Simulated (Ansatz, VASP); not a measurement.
# BaSn5 in two plane-wave programs

One calculation is typed for both programs; each brings its own data sets and cutoff. How far apart do they land?

Calculated with Ansatz 0.2.0; plane waves, with VASP 6.6.1 beside it; relaxation of cell and atoms at r2SCAN.

### Step 1. Starting point

The structure is hexagonal, space group P6/mmm (No. 191). Conventional cell: a = 5.387 Å, b = 5.387 Å, c = 7.313 Å, α = 90.00°, β = 90.00°, γ = 120.00°. Nearest to Ba lie 14 Sn at 3.66 to 3.79 Å. Nearest to Sn lie 7 Sn at 2.98 to 3.45 Å and 3 Ba at 3.79 Å. Sn has 12 Sn at 3.45 Å and 2 Ba at 3.66 Å nearest. Farther neighbours are not listed.

Structure file:

```cif
data_structure
_symmetry_space_group_name_H-M 'P6/mmm'
_symmetry_Int_Tables_number 191
_cell_length_a 5.3873
_cell_length_b 5.3873
_cell_length_c 7.3131
_cell_angle_alpha 90.000
_cell_angle_beta 90.000
_cell_angle_gamma 120.000
_cell_volume 183.81
loop_
_atom_site_label
_atom_site_type_symbol
_atom_site_symmetry_multiplicity
_atom_site_Wyckoff_symbol
_atom_site_fract_x
_atom_site_fract_y
_atom_site_fract_z
_atom_site_occupancy
Ba1 Ba 1 b 0.00000 0.00000 0.50000 1
Sn1 Sn 4 h 0.66667 0.33333 0.79599 1
Sn2 Sn 1 a 0.00000 0.00000 0.00000 1
```

### Step 2. Ansatz: relaxation of cell and atoms, r2SCAN

Ansatz runs on its default PAW (the set named soft_2) files.

The relaxed volume is the usual yardstick between codes: its relative difference is about their pressure difference at one cell divided by the bulk modulus.

The input, input.yaml:

```yaml
crystal:
  lattice:
    - [5.3873463238, 0.0, 0.0]
    - [-2.6936731619, 4.6655787754, 0.0]
    - [0.0, 0.0, 7.31305726]
  atoms:
    - { symbol: Ba, position: [0.0, 0.0, 0.5] }
    - { symbol: Sn, position: [0.66666667, 0.33333333, 0.79599496] }
    - { symbol: Sn, position: [0.0, 0.0, 0.0] }
    - { symbol: Sn, position: [0.66666667, 0.33333333, 0.20400504] }
    - { symbol: Sn, position: [0.33333333, 0.66666667, 0.20400504] }
    - { symbol: Sn, position: [0.33333333, 0.66666667, 0.79599496] }
hamiltonian:
  xc: r2scan
  pseudopotentials: { kind: paw }
kpoints:
  mp_grid: { grid: [5, 5, 3] }
scf:
  occupations: { method: fermi_dirac, width: 0.05 }
relax:
  f_tol: 0.01
  max_steps: 60
  cell: { stress_tol: 0.05 }
output:
  forces: true
  stress: true
```

The run is started by

```console
$ ansatz run input.yaml --threads 4 --pin off --max-ram 9216MiB --backend cpu --events-out ev --progress --plain --runs-dir out
```

Numbers of over 12 decimals in the logs are rounded to 6 here.

The log of the run:

```text
Engine: ansatz 0.2.0, aarch64-unknown-linux-gnu
Pseudopotentials: kind: paw
Pseudopotential: Ba, paw, valence charge 10, recommended cutoff 500 eV (meta_gga), Ba.paw.azcp
Pseudopotential: Sn, paw, valence charge 14, recommended cutoff 500 eV (meta_gga), Sn.paw.azcp
Functional definition: r2SCAN
  parameter k0 = 0.174
  parameter k1 = 0.065
  parameter a1 = 4.9479
  exchange = r2scan_x(k0 = k0, k1 = k1, a1 = a1)
  correlation = r2scan_c
Crystal: 6 atoms, lattice volume = 183.814 Å³
Basis set: ecut = 500 eV, 4695 PW (Γ), exchange–correlation on 160×160×216 points (64 copies of the dense FFT grid, shifted against one another)
Bands: 48, of which v1, the nominal top of the filled ones, is band 40 counted from 1 (39 counted from 0)
Symmetry: 24 space group operations
Space group: P6/mmm (ITA 191), of the structure as read, at distance tolerance 5.7e-5 Å
k-points: 10 of 75
Non-local potential: Ba, projectors of the file, l = 0: 3, l = 1: 2, l = 2: 2, l = 3: 2
Non-local potential: Sn, projectors of the file, l = 0: 2, l = 1: 2, l = 2: 2, l = 3: 2
PAW form: soft (Blöchl's): semilocal exchange-correlation on the pseudo side does not see the compensation charge
PAW frozen core: Ba, regenerated for the run's functional (the file was generated under x = pbe(κ = 0.804, μ = 0.219515), c = pbe(β = 0.066725))
PAW frozen core: Sn, regenerated for the run's functional (the file was generated under x = pbe(κ = 0.804, μ = 0.219515), c = pbe(β = 0.066725))
PAW one-centre angular grid: Ba, 302 points (default); XC on 160 Gauss nodes
PAW one-centre angular grid: Sn, 590 points (default); XC on 249 of its mesh's 2787 points in the sphere
Initial density: superposition of atomic densities (neutral atoms: chi_scale 0, normalization atom), corrected by the library's trained network
Initial wavefunctions: pseudopotential atomic-orbital guess
Functional: x = r2scan, c = r2scan; τ floored in thin density (d = 2e-4 eV/Å³)
SCF iter   1: F=—  HF=-36159.093383 eV  |F-HF|=—  |Δ(HF+E_count)|=         —  Δρ=5.27e-3  dr2=4.22e-2  dr2_τ=6.22e-3  ethr=1.77e-3  ⟨swp⟩=8.4  Hψ=2126  notcnv=0  defer=4
preconditioner: auto → Kerker (q_TF=auto, 2.375 Å⁻¹)  [metal: Δε(μ)=0.031 eV  Ē_g=18.907 eV  σ=0.050 eV  W_gap=0.15  n_scr=40 (ndim 8)  ℏωp=24.2 eV  f_vac=0.000  D(μ)=2.99/eV (n_scr^D=20)]
SCF iter   2: F=—  HF=-36159.177631 eV  |F-HF|=—  |Δ(HF+E_count)|=   8.42e-2  Δρ=2.85e-3  dr2=1.72e-2  dr2_τ=2.56e-4  ethr=5.27e-5  ⟨swp⟩=2.8  Hψ=1016  notcnv=0  defer=10
SCF iter   3: F=—  HF=-36159.178089 eV  |F-HF|=—  |Δ(HF+E_count)|=   4.59e-4  Δρ=8.52e-4  dr2=2.59e-3  dr2_τ=4.97e-5  ethr=2.15e-5  ⟨swp⟩=2.4  Hψ=736  notcnv=0  defer=10
SCF iter   4: F=—  HF=-36159.178055 eV  |F-HF|=—  |Δ(HF+E_count)|=   3.49e-5  Δρ=3.20e-4  dr2=3.58e-4  dr2_τ=3.20e-6  ethr=3.24e-6  ⟨swp⟩=2.8  Hψ=896  notcnv=0  defer=10
SCF iter   5: F=—  HF=-36159.178107 eV  |F-HF|=—  |Δ(HF+E_count)|=   5.26e-5  Δρ=1.06e-4  dr2=5.59e-5  dr2_τ=2.83e-7  ethr=4.47e-7  ⟨swp⟩=2.0  Hψ=847  notcnv=0  defer=10
SCF iter   6: F=—  HF=-36159.178174 eV  |F-HF|=—  |Δ(HF+E_count)|=   6.68e-5  Δρ=3.36e-5  dr2=7.66e-6  dr2_τ=7.68e-8  ethr=6.99e-8  ⟨swp⟩=2.0  Hψ=643  notcnv=0  defer=10
SCF iter   7: F=—  HF=-36159.178175 eV  |F-HF|=—  |Δ(HF+E_count)|=   5.95e-7  Δρ=1.61e-5  dr2=1.21e-6  dr2_τ=2.72e-8  ethr=9.58e-9  ⟨swp⟩=3.0  Hψ=949  notcnv=0  defer=10
SCF iter   8: F=—  HF=-36159.178174 eV  |F-HF|=—  |Δ(HF+E_count)|=   7.93e-8  Δρ=5.42e-6  dr2=1.80e-7  dr2_τ=2.29e-9  ethr=1.51e-9  ⟨swp⟩=3.0  Hψ=953  notcnv=0  defer=10
SCF iter   9: F=-36159.178174 eV  HF=-36159.178174 eV  |F-HF|=2.55e-9  |Δ(HF+E_count)|=   5.76e-9  Δρ=1.42e-6  dr2=6.03e-9  dr2_τ=7.72e-11  ethr=1.25e-10  ⟨swp⟩=5.0  Hψ=1669  notcnv=0
SCF 1 converged in 9 iterations: F = -36159.178174 eV  dr2 = 6.03e-9
  greatest PAW one-centre occupation: 0.991 electrons in one spin orbital (limit 2), on the Sn atom at site 2 (counted from 0), in its partial waves of l = 2
relax step   1: F+E_penalty+E_count = -36159.17817445 eV  Δ(F+E_penalty+E_count) = +0.000e0 eV  max|allowed force component| = 1.222e-1 eV/Å  Δτ_max = 0.0000 Å  P = -0.530 GPa  Ω = 183.814 Å³  (9 SCF iters, dr2 threshold 1.00e-7 eV, accepted)
[...]
relax step   2: F+E_penalty+E_count = -36159.19406841 eV  Δ(F+E_penalty+E_count) = -1.589e-2 eV  max|allowed force component| = 4.448e-2 eV/Å  Δτ_max = 0.0401 Å  P = -0.096 GPa  Ω = 180.197 Å³  energy of the carried Pulay correction = +8.104e-5 eV  (7 SCF iters, dr2 threshold 6.00e-7 eV, accepted)
[...]
relax step   3: F+E_penalty+E_count = -36159.19590026 eV  Δ(F+E_penalty+E_count) = -1.832e-3 eV  max|allowed force component| = 9.525e-4 eV/Å  Δτ_max = 0.0011 Å  P = +0.053 GPa  Ω = 179.577 Å³  energy of the carried Pulay correction = +9.510e-5 eV  (5 SCF iters, dr2 threshold 6.00e-7 eV, accepted)
[...]
relax step   4: F+E_penalty+E_count = -36159.19600656 eV  Δ(F+E_penalty+E_count) = -1.063e-4 eV  max|allowed force component| = 2.770e-3 eV/Å  Δτ_max = 0.0007 Å  P = +0.019 GPa  Ω = 179.688 Å³  energy of the carried Pulay correction = +9.258e-5 eV  (6 SCF iters, dr2 threshold 2.14e-8 eV, accepted)
[...]
relax step   5: F+E_penalty+E_count = -36159.19593774 eV  Δ(F+E_penalty+E_count) = +6.882e-5 eV  max|allowed force component| = 2.797e-3 eV/Å  Δτ_max = 0.0000 Å  P = +0.019 GPa  Ω = 179.688 Å³  stress off target by 2.20e-2 GPa  SCF on the basis re-selected at this cell (its energy is not comparable with the rows above)  (5 SCF iters)
basis re-selected at this cell: Δ(F+E_penalty+E_count) = +6.882e-5 eV, ΔP = -0.001 GPa vs the last step (what re-selecting the basis moved, of the pressure what is left beyond the Pulay correction that the steps carried, after the strain that the cell walked since its last selection, with what the two solves' SCF thresholds leave and, on support functions, any second-order correction that the steps lacked; it is no m [...]
SCF converged after 5 iterations
Free energy (F): -36159.195938 eV
Harris-Foulkes:  -36159.195938 eV  (|F-HF|=7.28e-12)
Internal energy: -36159.175172 eV  (E = F + TS)
E sigma→0 (E₀):  -36159.185555 eV
Entropy (-TS):   -0.020765 eV (-3.461 meV/atom)
Fermi energy:    10.425138 eV
--- Per-component energies (eV) ---
  E_band       = -525.260987
  E_kinetic    = 1100.547813
  E_local      = -5284.323932  (includes V_loc(G=0)·N_el)
  E_nonlocal   = -108.842942
  E_hartree    = 3125.186170
  E_xc         = -2031.264670
  E_vxc        = -671.402609  (∫ρ·V_xc dr)
  E_paw        = -26046.422366  (= ΣΔE_a)
  E_vpaw       = -1852.345681  (= ΣTr[D̂ρ^β])
  E_aug_tail   = -0.000002  (compensation charges beyond the density's cutoff)
  E_vtau       = 40.733950  (kinetic-family band-sum trace: ∫τ·v_τ [+ j·A + Jᵃ·Aᵃ] dr)
  E_ewald      = -6917.802258
  E_core_change = 3.747015  (= ΣΔE_core)
  E_smearing   = -0.020765  (= −TS)
  E_closure    = 0.000000  (closes the sum)
  Σ components = -36159.195938   (vs F -36159.195938, Δ=0.00e0)
--- Forces (eV/Å), atoms counted from 1 ---
  atom   1  Ba     0.00000000     0.00000000     0.00000000
  atom   2  Sn     0.00000000    -0.00000000    -0.00279654
  atom   3  Sn     0.00000000     0.00000000     0.00000000
  atom   4  Sn     0.00000000    -0.00000000     0.00279654
  atom   5  Sn     0.00000000     0.00000000     0.00279654
  atom   6  Sn     0.00000000     0.00000000    -0.00279654
  max |Σ_I F_I| component: 5.55e-17 eV/Å
--- Stress (GPa, compression-positive) ---
        0.021972      -0.000000       0.000000
        0.000000       0.021972       0.000000
        0.000000       0.000000       0.011972
  P = ⅓ Tr σ = 0.0186 GPa (0.186 kbar)
--- Relaxed structure (4 steps of the walk, 4 accepted, 1 SCFs on fresh bases) ---
  F+E_penalty+E_count = -36159.19593774 eV   max|allowed force component| = 2.797e-3 eV/Å   (the final SCF, on the basis selected at the relaxed cell)
  cell:  # Å, volume = 179.6877 Å³
    - [5.380117, 0.0, 0.0]
    - [-2.690059, 4.659318, 0.0]
    - [0.0, 0.0, 7.168102]
  atoms:
    - { symbol: Ba, position: [0, 0, 0.500000] }
    - { symbol: Sn, position: [0.666667, 0.333333, 0.790256] }
    - { symbol: Sn, position: [0, 0, -1.5319752123774396e-19] }
    - { symbol: Sn, position: [0.666667, 0.333333, 0.209744] }
    - { symbol: Sn, position: [0.333333, 0.666667, 0.209744] }
    - { symbol: Sn, position: [0.333333, 0.666667, 0.790256] }
```

The job ended after 17 s (4 threads of Arm Neoverse V1, shared host; peak memory 0.94 GiB; 63 s of CPU time).

[end of part 1 of 2]

[Lines on the potential files, build, host, timing and source positions are cut from VASP's logs without a mark.]

[Logs are printed without paths, hosts, clocks, repeated set-up lines and the standing remarks that a program may print on its own settings, such as how far it seeks lower states.]

[Hosts, paths, dates, database ids (printed as entryN), source tags and the programs' standing remarks are cut or masked in the printed files.]
